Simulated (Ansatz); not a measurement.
# NaH: band gap under strain

How does strain move the band edges of NaH (rocksalt), and do the functionals agree on it? States: -5.9 % biaxial strain in x and y, z held; -3.2 % shear in the xy plane; +2.3 % strain along [111] alone.

The runs shown are made with Ansatz 0.2.0. PAW datasets, plane waves. The values are computed, spin-unpolarised, and not measurements.

## Step 1: The system as given

The unstrained cell was relaxed with r2SCAN; in each strained cell the atoms were relaxed again with r2SCAN. Names of k-points are those of the unstrained zone, where strain can split equivalent points. First state: -5.9 % biaxial strain in x and y, z held.

The symmetry is I4/mmm (No. 139, tetragonal); conventional cell a = 3.190 Å, c = 4.795 Å, 12.20 Å³ an atom. Na has 6 H at 2.26–2.40 Å; H has 6 Na at 2.26–2.40 Å.

Structure file:

Space group I4/mmm (No. 139). a = 3.190 Å, b = 3.190 Å, c = 4.795 Å, α = 90.00°, β = 90.00°, γ = 90.00°
```
atom  site  symmetry       x       y       z
  Na    2a     4/mmm  0.0000  0.0000  0.0000
   H    2b     4/mmm  0.5000  0.5000  0.0000
```

## Step 2: -5.9 % biaxial strain in x and y, z held: PBE

input.yaml reads:

```yaml
crystal:
  lattice:
    - [0.0, 2.2558193111, 2.3975122873]
    - [2.2558193111, 0.0, 2.3975122873]
    - [2.2558193111, 2.2558193111, 0.0]
  atoms:
    - { symbol: Na, position: [0.0, 0.0, 0.0] }
    - { symbol: H, position: [0.5, 0.5, 0.5] }
kpoints:
  mp_grid: { grid: [10, 10, 10] }
  band_path:
    path:
      - [0.0, 0.0, 0.0]
      - [0.5, 0.0, 0.5]
      - [0.625, 0.25, 0.625]
      - [0.375, 0.375, 0.75]
      - [0.5, 0.5, 0.5]
      - [0.5, 0.25, 0.75]
    npoints: 1
hamiltonian:
  xc: pbe
scf:
  occupations: { method: fermi_dirac, width: 0.02 }
  n_extra_bands: 4
output:
  forces: true
  stress: true
  eigenvalues: true
```

Further steps of the session: -5.9 % biaxial strain in x and y, z held: r2SCAN; -5.9 % biaxial strain in x and y, z held: HSE06; -3.2 % shear in the xy plane: PBE; -3.2 % shear in the xy plane: r2SCAN; -3.2 % shear in the xy plane: HSE06; +2.3 % strain along [111] alone: PBE; +2.3 % strain along [111] alone: r2SCAN; +2.3 % strain along [111] alone: HSE06.

**Question.** What will these runs give?

As calculated:

Least gap in eV (negative: overlap):

| state | PBE | r2SCAN | HSE06 |
| --- | --- | --- | --- |
| -5.9 % biaxial strain in x and y, z held | 3.99 | 4.60 | 5.10 |
| -3.2 % shear in the xy plane | 3.71 | 4.31 | 4.75 |
| +2.3 % strain along [111] alone | 3.62 | 4.22 | 4.66 |

**Reading.** Where both were run, the HSE06 gap lies +1.04 to +1.11 eV from PBE's, each on its own k points. In PBE the gap is least under +2.3 % strain along [111] alone (3.62 eV) and largest under -5.9 % biaxial strain in x and y, z held (3.99 eV).
